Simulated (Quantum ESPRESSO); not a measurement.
# TiSe (P6_3/mmc) in Quantum ESPRESSO: a series of runs

The runs below take TiSe through single point, equation of state, with r2SCAN.

All numbers are computed with Quantum ESPRESSO 7.5; they aren't measurements. Logs are shortened: lines on timing, memory, paths and dates and some standing lists are left out, and cuts for length are marked.

## (1) The structure

The structure is hexagonal, space group P6_3/mmc (No. 194). The conventional cell has a = 3.559 Å, b = 3.559 Å, c = 6.220 Å, α = 90.00°, β = 90.00°, γ = 120.00°. Se (site symmetry -6m2) has 6 Ti at 2.58 Å as nearest neighbours. Around Ti (site symmetry -3m) lie 6 Se at 2.58 Å.

## (2) Single point, r2SCAN, 16.03 Å³/atom

Contents of pw.in:

```
&CONTROL
  calculation = 'scf'
  prefix = 'pwscf'
  outdir = './tmp'
  pseudo_dir = './pseudo'
  tprnfor = .true.
  tstress = .true.
  disk_io = 'nowf'
/
&SYSTEM
  ibrav = 0
  nat = 4
  ntyp = 2
  ecutwfc = 70
  nbnd = 26
  input_dft = 'r2scan'
  occupations = 'smearing'
  smearing = 'fd'
  degauss = 0.00367493
  nosym = .true.
  nr1 = 48
  nr2 = 48
  nr3 = 72
/
&ELECTRONS
  conv_thr = 1d-08
  electron_maxstep = 120
  mixing_beta = 0.5
/
ATOMIC_SPECIES
Se    78.9710 Se_ONCV_PBE-1.2.upf
Ti    47.8670 Ti_ONCV_PBE-1.2.upf
CELL_PARAMETERS angstrom
   3.4863469609    0.0000000000    0.0000000000
  -1.7431734805    3.0192650346    0.0000000000
   0.0000000000    0.0000000000    6.0930255962
ATOMIC_POSITIONS crystal
Se     0.6666666667    0.3333333333    0.7500000000
Se     0.3333333333    0.6666666667    0.2500000000
Ti     0.0000000000    0.0000000000    0.5000000000
Ti     0.0000000000    0.0000000000    0.0000000000
K_POINTS automatic
6 6 4 0 0 0
```

Potentials or basis: SG15 PBE 1.2.

Run with:

```sh
$ OMP_NUM_THREADS=1 mpirun -n 2 pw.x -nk 2 -in pw.in > pw.out
```

pw.out:

```text
This program is part of the open-source Quantum ESPRESSO suite
     for quantum simulation of materials; please cite
         "P. Giannozzi et al., J. Phys.:Condens. Matter 21 395502 (2009);
         "P. Giannozzi et al., J. Phys.:Condens. Matter 29 465901 (2017);
         "P. Giannozzi et al., J. Chem. Phys. 152 154105 (2020);
     in publications or presentations arising from this work. More details at

     IMPORTANT: XC functional enforced from input :
     Exchange-correlation= R2SCAN
                           (   0   0   0   0   0 497 498)
     Any further DFT definition will be discarded
     Please, verify this is what you really want

     K-points division:     npool     =       2
     Subspace diagonalization in iterative solution of the eigenvalue problem:
     a serial algorithm will be used

     G-vector sticks info
     --------------------
     sticks:   dense  smooth     PW     G-vecs:    dense   smooth      PW
     Sum         847     847    253                34279    34279    5927

     Using Slab Decomposition

     bravais-lattice index     =            0
     lattice parameter (alat)  =       6.5882  a.u.
     unit-cell volume          =     432.8141 (a.u.)^3
     number of atoms/cell      =            4
     number of atomic types    =            2
     number of electrons       =        36.00
     number of Kohn-Sham states=           26
     kinetic-energy cutoff     =      70.0000  Ry
     charge density cutoff     =     280.0000  Ry
     scf convergence threshold =      1.0E-08
     mixing beta               =       0.5000
     number of iterations used =            8  plain     mixing
     Exchange-correlation= R2SCAN
                           (   0   0   0   0   0 497 498)

     celldm(1)=   6.588241  celldm(2)=   0.000000  celldm(3)=   0.000000
     celldm(4)=   0.000000  celldm(5)=   0.000000  celldm(6)=   0.000000

     crystal axes: (cart. coord. in units of alat)
               a(1) = (   1.000000   0.000000   0.000000 )
               a(2) = (  -0.500000   0.866025   0.000000 )
               a(3) = (   0.000000   0.000000   1.747682 )

     reciprocal axes: (cart. coord. in units 2 pi/alat)
               b(1) = (  1.000000  0.577350 -0.000000 )
               b(2) = (  0.000000  1.154701  0.000000 )
               b(3) = (  0.000000 -0.000000  0.572186 )

     PseudoPot. # 1 for Se read from file:
     Se_ONCV_PBE-1.2.upf
     Pseudo is Norm-conserving, Zval =  6.0
     Generated using ONCVPSP code by D. R. Hamann
     Using radial grid of  602 points,  6 beta functions with:
                l(1) =   0
                l(2) =   0
                l(3) =   1
                l(4) =   1
                l(5) =   2
                l(6) =   2

     PseudoPot. # 2 for Ti read from file:
     Ti_ONCV_PBE-1.2.upf
     Pseudo is Norm-conserving, Zval = 12.0
     Generated using ONCVPSP code by D. R. Hamann
     Using radial grid of  602 points,  6 beta functions with:
                l(1) =   0
[... 24 lines left out ...]
        k(    3) = (   0.0000000   0.0000000  -0.2860932), wk =   0.0138889
        k(    4) = (   0.0000000   0.1924501   0.0000000), wk =   0.0277778
        k(    5) = (   0.0000000   0.1924501   0.1430466), wk =   0.0277778
        k(    6) = (   0.0000000   0.1924501  -0.2860932), wk =   0.0277778
[... 68 lines left out ...]
        k(   75) = (  -0.5000000  -0.8660254   0.1430466), wk =   0.0277778
        k(   76) = (  -0.5000000  -0.8660254  -0.2860932), wk =   0.0138889

     Dense  grid:    34279 G-vectors     FFT dimensions: (  48,  48,  72)

     WARNING: libxc functional with ID  497 depends
      on external parameters: check the user_guide of
      QE if you need to modify them or to check their
      default values.

     WARNING: libxc functional with ID  498 depends
      on external parameters: check the user_guide of
      QE if you need to modify them or to check their
      default values.

     Initial potential from superposition of free atoms

     starting charge      35.7447, renormalised to      36.0000
     Starting wfcs are random

     Self-consistent Calculation

     iteration #  1     ecut=    70.00 Ry     beta= 0.50
     Davidson diagonalization with overlap
     ethr =  1.00E-02,  avg # of iterations = 12.3

     total energy              =    -268.81102199 Ry
     estimated scf accuracy    <      22.07180316 Ry
[... 71 lines left out ...]
     iteration # 12     ecut=    70.00 Ry     beta= 0.50
     Davidson diagonalization with overlap
     ethr =  7.26E-11,  avg # of iterations =  1.1

     End of self-consistent calculation

          k = 0.0000 0.0000 0.0000 (  4285 PWs)   bands (ev):

   -45.9247 -45.8977 -21.1896 -21.0369 -21.0369 -21.0055 -21.0055 -20.8916
    -2.8625  -1.2034   5.8144   9.5583   9.5583  11.6770  12.1346  12.3962
    12.3962  13.7837  13.7837  13.8487  13.8488  15.7032  15.7032  17.0430
    17.9796  18.7880
[... 472 lines left out ...]
   -45.9103 -45.8918 -21.1438 -21.1103 -21.1052 -21.0775 -21.0495 -20.9158
    -1.1333  -0.9635   6.6860   7.2988   8.6187   8.9789   9.1074   9.2983
    13.3480  14.0068  14.8630  15.7095  15.7739  15.8892  16.2799  17.0043
    17.6472  18.0993

          k =-0.5000 0.0962 0.0000 (  4274 PWs)   bands (ev):

   -45.9141 -45.8879 -21.1538 -21.1456 -21.0991 -21.0834 -21.0436 -20.8751
    -1.1717  -0.9317   6.6405   7.7355   8.2243   8.8897   8.9585   9.3868
    13.2866  14.3357  15.0862  15.1828  15.7307  15.9064  16.5127  17.0169
    17.7359  18.0685

          k =-0.5000 0.0962 0.1430 (  4285 PWs)   bands (ev):

   -45.9103 -45.8918 -21.1438 -21.1103 -21.1052 -21.0775 -21.0495 -20.9158
    -1.1333  -0.9635   6.6860   7.2988   8.6187   8.9789   9.1074   9.2983
    13.3480  14.0068  14.8630  15.7095  15.7739  15.8892  16.2799  17.0043
    17.6472  18.0993

          k =-0.5000 0.0962-0.2861 (  4284 PWs)   bands (ev):

   -45.9010 -45.9010 -21.1253 -21.1253 -21.0636 -21.0636 -21.0128 -21.0128
    -1.0451  -1.0451   6.8797   6.8797   8.9945   8.9946   9.1971   9.1971
    13.5579  13.5579  15.2240  15.2241  15.9293  15.9293  16.5280  16.5280
    18.1592  18.1592

          k =-0.5000 0.0962-0.1430 (  4285 PWs)   bands (ev):

   -45.9103 -45.8918 -21.1438 -21.1103 -21.1052 -21.0775 -21.0495 -20.9158
    -1.1333  -0.9635   6.6860   7.2988   8.6187   8.9789   9.1074   9.2983
    13.3480  14.0068  14.8630  15.7095  15.7739  15.8892  16.2799  17.0043
    17.6472  18.0993
[... 17 lines left out ...]
   -45.9010 -45.9010 -21.1409 -21.1409 -21.0478 -21.0478 -21.0129 -21.0128
    -1.0346  -1.0346   6.5059   6.5059   9.1341   9.1341   9.7974   9.7974
    13.1136  13.1136  15.7760  15.7760  16.0207  16.0207  16.6099  16.6099
    17.7761  17.7762

     the Fermi energy is    14.3351 ev

!    total energy              =    -268.93963889 Ry
     estimated scf accuracy    <          2.9E-09 Ry
     smearing contrib. (-TS)   =      -0.00254609 Ry
     internal energy E=F+TS    =    -268.93709281 Ry

     The total energy is F=E-TS. E is the sum of the following terms:
     one-electron contribution =     -83.38783875 Ry
     hartree contribution      =      56.89349532 Ry
     xc contribution           =     -37.62125099 Ry
     ewald contribution        =    -204.82149839 Ry

     convergence has been achieved in  12 iterations

     Forces acting on atoms (cartesian axes, Ry/au):

     atom    1 type  1   force =    -0.00000012    0.00000023    0.00000251
     atom    2 type  1   force =     0.00000004   -0.00000015   -0.00000260
     atom    3 type  2   force =     0.00000007   -0.00000013    0.00000430
     atom    4 type  2   force =     0.00000002    0.00000005   -0.00000422

     Total force =     0.000007     Total SCF correction =     0.000059
     SCF correction compared to forces is large: reduce conv_thr to get better values

     Computing stress (Cartesian axis) and pressure

          total   stress  (Ry/bohr**3)                   (kbar)     P=      131.21
   0.00060126   0.00000000  -0.00000000           88.45        0.00       -0.00
   0.00000000   0.00060126   0.00000000            0.00       88.45        0.00
  -0.00000000   0.00000000   0.00147329           -0.00        0.00      216.73

=------------------------------------------------------------------------------=
   JOB DONE.
=------------------------------------------------------------------------------=
```

It took 5.7 min on 2 MPI ranks of Arm Neoverse V2, shared host; peak memory 0.36 GiB.

What came out:

- Free energy: -3659.1102 eV
- Pressure: 13.1 GPa
- Band gap on the k mesh: none (metal or under the smearing width)

Caveat: the k mesh is coarse; the potentials were made for another functional, which shifts forces and pressure.

## (3) Single point, r2SCAN, 16.38 Å³/atom

Changes to pw.in since step 2:

```diff
@@ -33,5 +33,5 @@
 CELL_PARAMETERS angstrom
-   3.4863469609    0.0000000000    0.0000000000
-  -1.7431734805    3.0192650346    0.0000000000
-   0.0000000000    0.0000000000    6.0930255962
+   3.5108995090    0.0000000000    0.0000000000
+  -1.7554497545    3.0405281650    0.0000000000
+   0.0000000000    0.0000000000    6.1359356409
 ATOMIC_POSITIONS crystal
```

Potentials or basis: SG15 PBE 1.2.

Run with:

```sh
$ OMP_NUM_THREADS=1 mpirun -n 2 pw.x -nk 2 -in pw.in > pw.out
```

It took 6.1 min on 2 MPI ranks of Arm Neoverse V2, shared host; peak memory 0.38 GiB.

The run converged. Its results:

```
Free energy            : -3659.2070 eV
Pressure               : 9.7 GPa
Band gap on the k mesh : none (metal or under the smearing width)
```

Caveat: the k mesh is coarse; the potentials were made for another functional, which shifts forces and pressure.

## (4) Single point, r2SCAN, 16.72 Å³/atom

Changes to pw.in since step 3:

```diff
@@ -33,5 +33,5 @@
 CELL_PARAMETERS angstrom
-   3.5108995090    0.0000000000    0.0000000000
-  -1.7554497545    3.0405281650    0.0000000000
-   0.0000000000    0.0000000000    6.1359356409
+   3.5351133742    0.0000000000    0.0000000000
+  -1.7675566871    3.0614979874    0.0000000000
+   0.0000000000    0.0000000000    6.1782537757
 ATOMIC_POSITIONS crystal
```

Run with:

```sh
$ OMP_NUM_THREADS=1 mpirun -n 2 pw.x -nk 2 -in pw.in > pw.out
```

Run time: 6.2 min. Hardware: 2 MPI ranks of Arm Neoverse V2, shared host; peak memory 0.38 GiB.

It converged, with:

```yaml
Free_energy: -3659.2759 eV
Pressure: 6.6 GPa
Band_gap_on_the_k_mesh: none (metal or under the smearing width)
```

Caveat: the k mesh is coarse; the potentials were made for another functional, which shifts forces and pressure.

## (5) Single point, r2SCAN, 17.06 Å³/atom

Changes to pw.in since step 4:

```diff
@@ -33,5 +33,5 @@
 CELL_PARAMETERS angstrom
-   3.5351133742    0.0000000000    0.0000000000
-  -1.7675566871    3.0614979874    0.0000000000
-   0.0000000000    0.0000000000    6.1782537757
+   3.5590000000    0.0000000000    0.0000000000
+  -1.7795000000    3.0821844121    0.0000000000
+   0.0000000000    0.0000000000    6.2200000000
 ATOMIC_POSITIONS crystal
```

Run with:

```sh
$ OMP_NUM_THREADS=1 mpirun -n 2 pw.x -nk 2 -in pw.in > pw.out
```

It took 5.2 min on 2 MPI ranks of Arm Neoverse V2, shared host; peak memory 0.38 GiB.

Results (log left out):

```yaml
Free_energy: -3659.3196 eV
Pressure: 3.8 GPa
Band_gap_on_the_k_mesh: none (metal or under the smearing width)
```

Caveat: the k mesh is coarse; the potentials were made for another functional, which shifts forces and pressure.

## (6) Single point, r2SCAN, 17.40 Å³/atom

Changes to pw.in since step 5:

```diff
@@ -33,5 +33,5 @@
 CELL_PARAMETERS angstrom
-   3.5590000000    0.0000000000    0.0000000000
-  -1.7795000000    3.0821844121    0.0000000000
-   0.0000000000    0.0000000000    6.2200000000
+   3.5825702233    0.0000000000    0.0000000000
+  -1.7912851117    3.1025968243    0.0000000000
+   0.0000000000    0.0000000000    6.2611932535
 ATOMIC_POSITIONS crystal
```

Potentials or basis: SG15 PBE 1.2.

Run with:

```sh
$ OMP_NUM_THREADS=1 mpirun -n 2 pw.x -nk 2 -in pw.in > pw.out
```

Run time: 6.1 min. Hardware: 2 MPI ranks of Arm Neoverse V2, shared host; peak memory 0.38 GiB.

The run converged. Its results:

| Item | Value |
| --- | --- |
| Free energy | -3659.3407 eV |
| Pressure | 1.2 GPa |
| Band gap on the k mesh | none (metal or under the smearing width) |

Caveat: the k mesh is coarse; the potentials were made for another functional, which shifts forces and pressure.

## (7) Single point, r2SCAN, 17.74 Å³/atom

Changes to pw.in since step 6:

```diff
@@ -33,5 +33,5 @@
 CELL_PARAMETERS angstrom
-   3.5825702233    0.0000000000    0.0000000000
-  -1.7912851117    3.1025968243    0.0000000000
-   0.0000000000    0.0000000000    6.2611932535
+   3.6058343182    0.0000000000    0.0000000000
+  -1.8029171591    3.1227441214    0.0000000000
+   0.0000000000    0.0000000000    6.3018514918
 ATOMIC_POSITIONS crystal
```

Run with:

```sh
$ OMP_NUM_THREADS=1 mpirun -n 2 pw.x -nk 2 -in pw.in > pw.out
```

Run time: 6.7 min. Hardware: 2 MPI ranks of Arm Neoverse V2, shared host; peak memory 0.38 GiB.

It converged, with:

| Quantity | Value |
| --- | --- |
| Free energy | -3659.3414 eV |
| Pressure | -1.0 GPa |
| Band gap on the k mesh | none (metal or under the smearing width) |

Caveat: the k mesh is coarse; the potentials were made for another functional, which shifts forces and pressure.

## (8) Single point, r2SCAN, 18.08 Å³/atom

Changes to pw.in since step 7:

```diff
@@ -33,5 +33,5 @@
 CELL_PARAMETERS angstrom
-   3.6058343182    0.0000000000    0.0000000000
-  -1.8029171591    3.1227441214    0.0000000000
-   0.0000000000    0.0000000000    6.3018514918
+   3.6288020350    0.0000000000    0.0000000000
+  -1.8144010175    3.1426347476    0.0000000000
+   0.0000000000    0.0000000000    6.3419917555
 ATOMIC_POSITIONS crystal
```

Run with:

```sh
$ OMP_NUM_THREADS=1 mpirun -n 2 pw.x -nk 2 -in pw.in > pw.out
```

Wall time 6 min (2 MPI ranks of Arm Neoverse V2, shared host); peak memory 0.38 GiB.

It converged, with:

```
Free energy            : -3659.3238 eV
Pressure               : -3.1 GPa
Band gap on the k mesh : none (metal or under the smearing width)
```

Caveat: the k mesh is coarse; the potentials were made for another functional, which shifts forces and pressure.

## (9) Equation of state, r2SCAN

Potentials or basis: SG15 PBE 1.2.

This step only gathers the single runs of the series.

What came out:

| Quantity | Value |
| --- | --- |
| Equilibrium volume | 17.58 Å³/atom |
| Bulk modulus at fixed shape and positions | 117 GPa |
| Pressure derivative of the bulk modulus | 4.4 |

Energy against volume, from the lowest point:
| volume (Å³/atom) | energy (meV/atom) |
| --- | --- |
| 16.034 | 57.81 |
| 16.375 | 33.60 |
| 16.716 | 16.38 |
| 17.058 | 5.45 |
| 17.399 | 0.18 |
| 17.740 | 0.00 |
| 18.081 | 4.41 |

Caveat: the potentials were made for another functional, which shifts forces and pressure; the cell was scaled at fixed shape and fractional positions, which overstates the stiffness of a crystal with free parameters, most of all of layers and chains.
